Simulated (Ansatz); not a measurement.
# SnTe (Fm-3m) in Ansatz: further runs

One crystal, SnTe, is run at these levels: r2SCAN+rVV10, PBE; tasks: relaxation of cell and atoms, single point.

Program: Ansatz 0.2.0. These are calculated values, not measurements. Logs are shortened: lines on timing, memory, paths and dates and some standing lists are left out, and cuts for length are marked.

### 1 Starting point

Symmetry: Fm-3m, No. 225, cubic system. The conventional cell has a = 6.302 Å, b = 6.302 Å, c = 6.302 Å, α = 90.00°, β = 90.00°, γ = 90.00°. Te (site symmetry m-3m) is surrounded by 6 Sn at 3.15 Å. Sn (site symmetry m-3m) has 6 Te at 3.15 Å as nearest neighbours.

### 2 Relaxation of cell and atoms, r2SCAN+rVV10

Input file input.yaml:

```yaml
crystal:
  lattice:
    - [0.0, 3.15085, 3.15085]
    - [3.15085, 0.0, 3.15085]
    - [3.15085, 3.15085, 0.0]
  atoms:
    - { symbol: Te, position: [0.5, 0.5, 0.5] }
    - { symbol: Sn, position: [0.0, 0.0, 0.0] }
hamiltonian:
  xc: r2scan
  pseudopotentials: { kind: paw }
  dispersion: rvv10
kpoints:
  mp_grid: { grid: [7, 7, 7] }
scf:
  occupations: { method: fermi_dirac, width: 0.05 }
output:
  forces: true
  stress: true
  write_density: true
  write_potential: true
  elf: true
  volumetric_format: npy
relax:
  f_tol: 0.01
  max_steps: 40
  cell: { stress_tol: 0.05 }
```

Potentials or basis: Ansatz PAW.

Started as:

```sh
ansatz run input.yaml --threads 2 --pin off --max-ram 5120MiB --backend cpu --events-out ev --progress --plain --runs-dir out
```

The log of the run:

```text
Warning: RAYON_NUM_THREADS=2 ignored (pool sized by the plan → 2); use --threads N
Engine: ansatz 0.2.0, aarch64-unknown-linux-gnu
Pseudopotentials: kind: paw
Pseudopotential: Te, paw, valence charge 16, recommended cutoff 500 eV (meta_gga), Te.paw.azcp
Pseudopotential: Sn, paw, valence charge 14, recommended cutoff 500 eV (meta_gga), Sn.paw.azcp
Functional definition: r2SCAN+rVV10
  parameter k0 = 0.174
  parameter k1 = 0.065
  parameter a1 = 4.9479
  exchange = r2scan_x(k0 = k0, k1 = k1, a1 = a1)
  correlation = r2scan_c + rvv10(11.95, 0.0093)
Crystal: 2 atoms, lattice volume = 62.562 Å³
Basis set: ecut = 500 eV, 1639 PW (Γ), exchange–correlation on 160×160×160 points (64 copies of the dense FFT grid, shifted against one another)
Bands: 19, of which v1, the nominal top of the filled ones, is band 15 counted from 1 (14 counted from 0)
Symmetry: 48 space group operations
Space group: Fm-3m (ITA 225), of the structure as read, at distance tolerance 4.0e-5 Å
k-points: 20 of 343
Non-local potential: Te, projectors of the file, l = 0: 2, l = 1: 2, l = 2: 2, l = 3: 2
Non-local potential: Sn, projectors of the file, l = 0: 2, l = 1: 2, l = 2: 2, l = 3: 2
PAW form: soft (Blöchl's): semilocal exchange-correlation on the pseudo side does not see the compensation charge
rVV10 density: all electrons in the spheres
PAW frozen core: Te, regenerated for the run's functional (the file was generated under x = pbe(κ = 0.804, μ = 0.2195149727645171), c = pbe(β = 0.06672455060314922))
PAW frozen core: Sn, regenerated for the run's functional (the file was generated under x = pbe(κ = 0.804, μ = 0.2195149727645171), c = pbe(β = 0.06672455060314922))
PAW one-centre angular grid: Te, 590 points (default); XC on 160 Gauss nodes
PAW one-centre angular grid: Sn, 590 points (default); XC on 249 of its mesh's 2787 points in the sphere
Initial density: superposition of atomic densities (neutral atoms: chi_scale 0, normalization atom), corrected by the library's trained network
Initial wavefunctions: pseudopotential atomic-orbital guess
Functional: x = r2scan, c = r2scan + rvv10(b = 11.95, C = 0.0093); τ floored in thin density (d = 2e-4 eV/Å³)
SCF iter   1: F=—  HF=-13030.050384 eV  |F-HF|=—  |Δ(HF+E_count)|=         —  Δρ=3.27e-3  dr2=3.53e-3  dr2_τ=5.44e-4  ethr=1.77e-3  ⟨swp⟩=6.0  Hψ=1988  notcnv=0
preconditioner: auto → none  [insulator: Δε(μ)=0.626 eV  Ē_g=9.161 eV  σ=0.050 eV  W_gap=1.00  n_scr=14 (ndim 8)  ℏωp=14.8 eV  f_vac=0.009  D(μ)=0.01/eV (n_scr^D=0)  ε∞_Penn≈3.6]
SCF iter   2: F=—  HF=-13030.060388 eV  |F-HF|=—  |Δ(HF+E_count)|=   1.00e-2  Δρ=1.32e-3  dr2=9.03e-4  dr2_τ=2.04e-5  ethr=1.18e-5  ⟨swp⟩=2.0  Hψ=820  notcnv=0
SCF iter   3: F=—  HF=-13030.060704 eV  |F-HF|=—  |Δ(HF+E_count)|=   3.16e-4  Δρ=5.81e-4  dr2=3.01e-4  dr2_τ=5.54e-6  ethr=3.01e-6  ⟨swp⟩=3.0  Hψ=703  notcnv=0
SCF iter   4: F=—  HF=-13030.060606 eV  |F-HF|=—  |Δ(HF+E_count)|=   9.80e-5  Δρ=1.70e-4  dr2=8.24e-6  dr2_τ=4.16e-7  ethr=1.00e-6  ⟨swp⟩=2.0  Hψ=577  notcnv=0
SCF iter   5: F=—  HF=-13030.060610 eV  |F-HF|=—  |Δ(HF+E_count)|=   3.72e-6  Δρ=3.21e-5  dr2=6.33e-7  dr2_τ=1.11e-8  ethr=2.75e-8  ⟨swp⟩=2.3  Hψ=691  notcnv=0
SCF iter   6: F=-13030.060610 eV  HF=-13030.060610 eV  |F-HF|=4.45e-8  |Δ(HF+E_count)|=   8.93e-8  Δρ=9.69e-6  dr2=8.82e-8  dr2_τ=9.02e-10  ethr=3.33e-10  ⟨swp⟩=9.8  Hψ=2508  notcnv=0
[... 37 lines left out ...]
SCF 4 converged in 5 iterations: F = -13030.062146 eV  dr2 = 6.37e-12
relax step   4: F+E_penalty+E_count = -13030.06214564 eV  Δ(F+E_penalty+E_count) = -5.965e-5 eV  max|allowed force component| = 6.469e-29 eV/Å  Δτ_max = 0.0000 Å  P = -0.005 GPa  Ω = 63.381 Å³  stress off target by 4.68e-3 GPa  SCF on the basis re-selected at this cell (its energy is not comparable with the rows above)  (5 SCF iters)
basis re-selected at this cell: Δ(F+E_penalty+E_count) = -5.965e-5 eV, ΔP = +0.002 GPa vs the last step (what re-selecting the basis moved, of the pressure what is left beyond the Pulay correction that the steps carried, after the strain that the cell walked since its last selection, with what the two solves' SCF thresholds leave and, on support functions, any second-order correction that the steps lacked; it is no measure of the basis error at this ecutwfc). This SCF's stress stands 4.68e-3 GPa from its target on what of the cell is left free (relax.cell.stress_tol is 5.00e-2 GPa) and its largest allowed force component is 6.47e-29 eV/Å (relax.f_tol is 1.00e-2 eV/Å): within both
SCF converged after 5 iterations
Free energy (F): -13030.062146 eV
Harris-Foulkes:  -13030.062146 eV  (|F-HF|=1.89e-10)
Internal energy: -13030.062059 eV  (E = F + TS)
E sigma→0 (E₀):  -13030.062102 eV
Entropy (-TS):   -0.000086 eV (-0.043 meV/atom)
Fermi energy:    9.585189 eV
--- Per-component energies (eV) ---
  E_band       = -380.450043
  E_kinetic    = 365.110803
  E_local      = -2172.001340  (includes V_loc(G=0)·N_el)
  E_nonlocal   = -343.671272
  E_hartree    = 1361.385749
  E_xc         = -486.830415
  E_vxc        = -216.273594  (∫ρ·V_xc dr)
  E_paw        = -8842.227758  (= ΣΔE_a)
  E_vpaw       = -749.761682  (= ΣTr[D̂ρ^β])
  E_aug_tail   = 0.000015  (compensation charges beyond the density's cutoff)
  E_vtau       = 13.375570  (kinetic-family band-sum trace: ∫τ·v_τ [+ j·A + Jᵃ·Aᵃ] dr)
  E_ewald      = -2912.848017
  E_core_change = 1.020175  (= ΣΔE_core)
  E_smearing   = -0.000086  (= −TS)
  E_closure    = 0.000000  (closes the sum)
  Σ components = -13030.062146   (vs F -13030.062146, Δ=0.00e0)
--- Forces (eV/Å), atoms counted from 1 ---
  atom   1  Te     0.00000000    -0.00000000     0.00000000
  atom   2  Sn    -0.00000000     0.00000000     0.00000000
  max |Σ_I F_I| component: 1.23e-28 eV/Å
--- Stress (GPa, compression-positive) ---
       -0.004677      -0.000000      -0.000000
       -0.000000      -0.004677       0.000000
       -0.000000      -0.000000      -0.004677
  P = ⅓ Tr σ = -0.0047 GPa (-0.047 kbar)
--- Band table (eV; the first three rows and the last of 20) ---
  k-point 0: bands = ["-28.5526", "-28.5526", "-28.5465", "-28.5465", "-28.5465", "-13.2579", "-13.2579", "-13.2532", "-13.2532", "-13.2532", "-3.8807", "4.7456", "7.0750", "7.0750", "7.0750", "12.9300", "12.9300", "12.9300", "14.5040"]
  k-point 1: bands = ["-28.5526", "-28.5526", "-28.5465", "-28.5464", "-28.5464", "-13.2590", "-13.2590", "-13.2529", "-13.2520", "-13.2520", "-3.7029", "3.7445", "7.1109", "7.1109", "7.8049", "12.0549", "12.0549", "12.1499", "14.4556"]
  k-point 2: bands = ["-28.5525", "-28.5525", "-28.5463", "-28.5461", "-28.5461", "-13.2619", "-13.2619", "-13.2523", "-13.2492", "-13.2492", "-3.2160", "2.1650", "7.2342", "7.2342", "8.6669", "10.7742", "10.7742", "10.9438", "15.1644"]
  k-point 19: bands = ["-28.5528", "-28.5522", "-28.5462", "-28.5459", "-28.5453", "-13.2714", "-13.2592", "-13.2511", "-13.2483", "-13.2433", "-2.1771", "1.6871", "4.2597", "4.9978", "8.1043", "10.7011", "13.7914", "14.7416", "14.9805"]
--- Relaxed structure (3 steps of the walk, 3 accepted, 1 SCFs on fresh bases) ---
  F+E_penalty+E_count = -13030.06214564 eV   max|allowed force component| = 6.469e-29 eV/Å   (the final SCF, on the basis selected at the relaxed cell)
  cell:  # Å, volume = 63.3805 Å³
    - [-4.33106622796125e-34, 3.164525497570261, 3.164525497570261]
    - [3.164525497570261, -1.0691058840368783e-50, 3.164525497570261]
    - [3.164525497570261, 3.164525497570261, -1.273843008223897e-35]
  atoms:
    - { symbol: Te, position: [0.49999999999999994, 0.49999999999999994, 0.49999999999999994] }
    - { symbol: Sn, position: [1.5917744620711186e-36, -2.0693068006619365e-36, -1.910129354502831e-36] }
```

rho_z.tsv:

```text
# z_ang	rho[e/angstrom^3]
# format = ansatz-planar-average/11
# lattice	-0.000000000	3.164525498	3.164525498
# lattice	3.164525498	-0.000000000	3.164525498
# lattice	3.164525498	3.164525498	-0.000000000
# sites	2
# site	52	3.164525498	3.164525498	3.164525498
# site	50	-0.000000000	-0.000000000	-0.000000000
0.000000	7.714062e-1
0.111883	7.478886e-1
0.223766	6.830384e-1
0.335649	5.916141e-1
0.447531	4.917889e-1
0.559414	3.993411e-1
[... 32 lines left out ...]
4.251549	6.830384e-1
4.363432	7.478886e-1
```

Run time: 13 s. Hardware: 2 threads of Arm Neoverse V2, shared host; peak memory 0.64 GiB.

Results:

```yaml
Free_energy: -13030.0621 eV
Relaxed_volume: 31.69 Å³/atom
Relaxed_cell: a = 4.475 Å, b = 4.475 Å, c = 4.475 Å, α = 60.00°, β = 60.00°, γ = 60.00°
Space_group_after_relaxing_to_0.05_Å: Fm-3m (No. 225)
Energy_gained_by_relaxing: 0.8 meV/atom
Ionic_steps: 4
Pressure_after_relaxing: 0.0 GPa
```

Step by step:
```csv
step,energy change (eV),largest force (eV/Å),volume (Å³)
1,0.0000,0.0000,62.56
2,-0.0012,0.0000,63.69
3,-0.0015,0.0000,63.38
4,-0.0015,0.0000,63.38
```

Final structure:
```
Te Sn
1.0
     0.00000    3.16453    3.16453
     3.16453    0.00000    3.16453
     3.16453    3.16453    0.00000
Te Sn
1 1
Cartesian
  3.1645 3.1645 3.1645
  0.0000 0.0000 0.0000
```

Caveat: this odd mesh misses L, where the gap lies, so gap, dielectric constants and Born charges aren't listed; the plane-wave basis is chosen anew once the cell has moved, so the energies of steps on either side of that aren't comparable; the PAW data sets come from PBE, with cores solved anew for the run's functional, which leaves a small shift of forces and pressure.

### 3 Single point, PBE

Input file input.yaml:

```yaml
crystal:
  lattice:
    - [0.0, 3.15085, 3.15085]
    - [3.15085, 0.0, 3.15085]
    - [3.15085, 3.15085, 0.0]
  atoms:
    - { symbol: Te, position: [0.5, 0.5, 0.5] }
    - { symbol: Sn, position: [0.0, 0.0, 0.0] }
hamiltonian:
  xc: pbe
  pseudopotentials: { kind: paw }
kpoints:
  mp_grid: { grid: [7, 7, 7] }
scf:
  occupations: { method: fermi_dirac, width: 0.05 }
basis:
  ecutwfc: "600 eV"
output:
  forces: true
  stress: true
  eigenvalues: true
```

Potentials or basis: Ansatz PAW.

Started as:

```sh
ansatz run input.yaml --threads 2 --pin off --max-ram 5120MiB --backend cpu --events-out ev --progress --plain --runs-dir out
```

The log of the run:

```text
Warning: RAYON_NUM_THREADS=2 ignored (pool sized by the plan → 2); use --threads N
[... 2 set-up lines as earlier in the session ...]
Pseudopotential: Te, paw, valence charge 16, recommended cutoff 420 eV (normal), Te.paw.azcp
Pseudopotential: Sn, paw, valence charge 14, recommended cutoff 420 eV (normal), Sn.paw.azcp
Functional definition: PBE
  parameter kappa = 0.804
  parameter beta = 0.06672455060314922
  exchange = pbe_x(kappa = kappa, mu = beta*pi^2/3)
  correlation = pbe_c(beta = beta)
Crystal: 2 atoms, lattice volume = 62.562 Å³
Basis set: ecut = 600 eV, 2085 PW (Γ), exchange–correlation on 72×72×72 points (8 copies of the dense FFT grid, shifted against one another)
Bands: 19, of which v1, the nominal top of the filled ones, is band 15 counted from 1 (14 counted from 0)
[... 2 set-up lines as earlier in the session ...]
k-points: 20 of 343
[... 3 set-up lines as earlier in the session ...]
PAW one-centre angular grid: Te, 590 points (default); XC on 64 Gauss nodes
PAW one-centre angular grid: Sn, 590 points (default); XC on 64 Gauss nodes
[... 2 set-up lines as earlier in the session ...]
Functional: x = pbe(κ = 0.804, μ = 0.2195149727645171), c = pbe(β = 0.06672455060314922)
SCF iter   1: F=—  HF=-13004.731994 eV  |F-HF|=—  |Δ(HF+E_count)|=         —  Δρ=5.46e-4  dr2=1.30e-4  ethr=1.77e-3  ⟨swp⟩=6.2  Hψ=2002  notcnv=0
preconditioner: auto → none  [insulator: Δε(μ)=0.662 eV  Ē_g=8.672 eV  σ=0.050 eV  W_gap=1.00  n_scr=14 (ndim 8)  ℏωp=14.8 eV  f_vac=0.009  D(μ)=0.00/eV (n_scr^D=0)  ε∞_Penn≈3.9]
SCF iter   2: F=—  HF=-13004.730616 eV  |F-HF|=—  |Δ(HF+E_count)|=   1.38e-3  Δρ=3.90e-4  dr2=6.70e-5  ethr=4.32e-7  ⟨swp⟩=3.0  Hψ=1012  notcnv=0
SCF iter   3: F=—  HF=-13004.730635 eV  |F-HF|=—  |Δ(HF+E_count)|=   1.88e-5  Δρ=1.35e-4  dr2=6.51e-6  ethr=2.23e-7  ⟨swp⟩=2.0  Hψ=580  notcnv=0
SCF iter   4: F=—  HF=-13004.730652 eV  |F-HF|=—  |Δ(HF+E_count)|=   1.76e-5  Δρ=5.12e-5  dr2=1.40e-6  ethr=2.17e-8  ⟨swp⟩=2.0  Hψ=684  notcnv=0
SCF iter   5: F=—  HF=-13004.730653 eV  |F-HF|=—  |Δ(HF+E_count)|=   8.59e-7  Δρ=3.02e-5  dr2=5.18e-7  ethr=4.65e-9  ⟨swp⟩=2.0  Hψ=484  notcnv=0
SCF iter   6: F=-13004.730653 eV  HF=-13004.730653 eV  |F-HF|=7.19e-8  |Δ(HF+E_count)|=   3.12e-7  Δρ=9.48e-6  dr2=4.97e-8  ethr=3.33e-10  ⟨swp⟩=4.2  Hψ=1977  notcnv=0
SCF 1 converged in 6 iterations: F = -13004.730653 eV  dr2 = 4.97e-8
SCF converged after 6 iterations
Free energy (F): -13004.730653 eV
Harris-Foulkes:  -13004.730653 eV  (|F-HF|=7.19e-8)
Internal energy: -13004.730581 eV  (E = F + TS)
E sigma→0 (E₀):  -13004.730617 eV
Entropy (-TS):   -0.000072 eV (-0.036 meV/atom)
Fermi energy:    9.762049 eV
--- Per-component energies (eV) ---
  E_band       = -353.613602
  E_kinetic    = 366.238081
  E_local      = -2152.606146  (includes V_loc(G=0)·N_el)
  E_nonlocal   = -343.050789
  E_hartree    = 1353.598059
  E_xc         = -507.797489
  E_vxc        = -201.047146  (∫ρ·V_xc dr)
  E_paw        = -8795.621821  (= ΣΔE_a)
  E_vpaw       = -730.328353  (= ΣTr[D̂ρ^β])
  E_aug_tail   = 0.000049  (compensation charges beyond the density's cutoff)
  E_ewald      = -2925.490525
  E_smearing   = -0.000072  (= −TS)
  E_closure    = -0.000000  (closes the sum)
  Σ components = -13004.730653   (vs F -13004.730653, Δ=0.00e0)
--- Forces (eV/Å), atoms counted from 1 ---
  atom   1  Te     0.00000000    -0.00000000     0.00000000
  atom   2  Sn    -0.00000000     0.00000000    -0.00000000
  max |Σ_I F_I| component: 3.25e-29 eV/Å
--- Stress (GPa, compression-positive) ---
        2.221306      -0.000000       0.000000
       -0.000000       2.221306      -0.000000
        0.000000      -0.000000       2.221306
  P = ⅓ Tr σ = 2.2213 GPa (22.213 kbar)
--- Band table (eV; the first three rows and the last of 20) ---
  k-point 0: bands = ["-27.3942", "-27.3942", "-27.3902", "-27.3902", "-27.3902", "-12.2203", "-12.2203", "-12.2154", "-12.2154", "-12.2154", "-3.1227", "5.0068", "7.5394", "7.5394", "7.5394", "13.0393", "13.0393", "13.0393", "14.4602"]
  k-point 1: bands = ["-27.3941", "-27.3941", "-27.3901", "-27.3901", "-27.3901", "-12.2213", "-12.2213", "-12.2151", "-12.2143", "-12.2143", "-2.9518", "4.1234", "7.5699", "7.5699", "8.1480", "12.2043", "12.2043", "12.2431", "14.4111"]
  k-point 2: bands = ["-27.3940", "-27.3940", "-27.3900", "-27.3898", "-27.3898", "-12.2239", "-12.2239", "-12.2145", "-12.2114", "-12.2114", "-2.4839", "2.6535", "7.6816", "7.6816", "8.8962", "10.9776", "10.9776", "11.0475", "15.1001"]
  k-point 19: bands = ["-27.3943", "-27.3937", "-27.3899", "-27.3896", "-27.3890", "-12.2326", "-12.2212", "-12.2134", "-12.2106", "-12.2054", "-1.4894", "2.2044", "4.7361", "5.4547", "8.4589", "10.8805", "13.8189", "14.7290", "14.9623"]
```

Wall time 1.1 s (2 threads of Arm Neoverse V2, shared host); peak memory 0.37 GiB.

Results:

- Free energy: -13004.7307 eV
- Pressure: 2.2 GPa

Caveat: this odd mesh misses L, where the gap lies, so gap, dielectric constants and Born charges aren't listed. Spin-orbit coupling is left out, which matters for the levels of Te.
